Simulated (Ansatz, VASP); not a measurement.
## Two plane-wave programs on LiF

The input INCAR:

```
SYSTEM = LiF
  PREC = Accurate
  ENCUT = 520
  EDIFF = 1E-6
  ISMEAR = 0
  SIGMA = 0.02
  LREAL = .False.
  LASPH = .True.
  NELM = 100
  ALGO = Normal
  ISIF = 2
  LWAVE = .False.
  LCHARG = .False.
  GGA = PE
  NBANDS = 12
```

KPOINTS

```
regular mesh
0
Gamma
  8 8 8
  0 0 0
```

POSCAR

```
LiF
1.0
    2.7393440812      0.0000000000      0.0000000000
    0.0000000000      2.7393440812      0.0000000000
    0.0000000000      0.0000000000      2.7393440812
Li F
1 1
Direct
    0.0000000000      0.0000000000      0.0000000000
    0.5000000000      0.5000000000      0.5000000000
```

Input for Ansatz:

```yaml
crystal:
  lattice:
    - [2.7393440812, 0.0, 0.0]
    - [0.0, 2.7393440812, 0.0]
    - [0.0, 0.0, 2.7393440812]
  atoms:
    - { symbol: Li, position: [0.0, 0.0, 0.0] }
    - { symbol: F, position: [0.5, 0.5, 0.5] }
basis:
  ecutwfc: 420
kpoints:
  mp_grid: { grid: [8, 8, 8] }
hamiltonian:
  xc: pbe
scf:
  occupations: { method: gaussian, width: 0.02 }
output:
  forces: true
  stress: true
  eigenvalues: true
```

Alike in both runs: task single point; functional PBE; k mesh 8 × 8 × 8; occupations gaussian, width 0.02 eV; no spin polarisation.

```csv
,VASP,Ansatz
version,VASP 6.6.1,Ansatz 0.2.0
potentials or method,"VASP PAW PBE potentials, release 64 (Li_sv, F)","scalar-relativistic, plane waves, PAW"
plane-wave cutoff (eV),520,420
valence electrons in the cell,10,10
```

```csv
,VASP,Ansatz,Ansatz less VASP
gap on the k mesh at the Fermi level (eV),6.08,6.07,-0.011
least direct gap on the mesh (eV),6.57,6.55,-0.013
```

Ansatz warned: «negative_dielectric_reading».

 A k mesh can miss the band edges.
